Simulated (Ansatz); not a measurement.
Crystal: Y, fcc type, 1 atom in the cell.

Level of theory: Ansatz, r²SCAN, plane waves, PAW datasets (generated soft set 1).

Cutoff 500 eV; k-mesh 12×12×12 Γ-centred; Fermi–Dirac smearing of 0.1 eV; no spin polarisation.

The fit to the energies gives V₀ = 33.373 Å³/atom (a₀ = 5.111 Å), B₀ = 36.5 GPa, B₀′ = 3.10.

Question: What pressure does the program print at V = 30.854 Å³/atom, and how far above the lowest computed point (V = 33.777 Å³/atom) does the energy lie?

Answer: 3.23 GPa and 23.56 meV/atom. All points:

| V (Å³/atom) | a (Å) | E − E(min) (meV/atom) | P (GPa) |
| --- | --- | --- | --- |
| 29.880 | 4.9258 | 47.83 | 4.78 |
| 30.854 | 4.9788 | 23.56 | 3.23 |
| 31.828 | 5.0307 | 8.15 | 1.86 |
| 32.803 | 5.0815 | 0.59 | 0.65 |
| 33.777 | 5.1313 | 0.00 | -0.43 |

The stress includes the program's correction for the finite plane-wave basis.

This cubic structure is a model: it isn't the usual form of the substance at ambient conditions, and such phases are metastable or hypothetical.
